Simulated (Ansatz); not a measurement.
C, DFT, PBEsol, all-electron LAPW, scalar-relativistic (Ansatz 0.2.0), run on 1 thread of Arm Neoverse V2 on a shared host.

The cell is COD entry 1000065, as deposited and not checked against the literature; nothing was relaxed. The listed cell was then made from it by scaling, straining or moving an atom.

Command: `ansatz run input.yaml --threads 1 --pin off --max-ram 6144MiB --backend cpu --events-out ev --progress --plain --runs-dir out`

```yaml
crystal:
  lattice:
    - [1.266899444, 0.731444735, 11.15]
    - [-1.266899444, 0.731444735, 11.15]
    - [0.0, -1.4628894701, 11.15]
  atoms:
    - { symbol: C, position: [0.05, 0.05, 0.05] }
    - { symbol: C, position: [0.95, 0.95, 0.95] }
    - { symbol: C, position: [0.283, 0.283, 0.283] }
    - { symbol: C, position: [0.717, 0.717, 0.717] }
kpoints:
  mp_grid: { grid: [15, 15, 15] }
  band_path:
    path:
      - [0.0, 0.0, 0.0]
      - [0.5, 0.5, 0.5]
      - [0.8304643895, 0.1695356105, 0.5]
      - [0.5, -0.1695356105, 0.1695356105]
      - [0.5, 0.0, 0.0]
      - [0.0, 0.0, 0.0]
      - [0.3347678052, -0.3347678052, 0.0]
      - [0.6652321948, 0.0, 0.3347678052]
      - [0.5, 0.0, 0.5]
    npoints: 5
scf:
  occupations: { method: fermi_dirac, width: 0.08 }
hamiltonian:
  xc: pbesol
  pseudopotentials: { kind: all_electron, lapw: { basis_error: 0.001 } }
output:
  forces: true
  stress: true
  eigenvalues: true
```

How large is the problem that the program sets up?

344 irreducible k-points, 1571 plane waves at Γ, 16 bands.

About how long does it take, and how much memory does it use?

2.8 min of wall time for 7 SCF iterations, with a peak of 1.5 GiB. Times on shared machines scatter by tens of per cent.
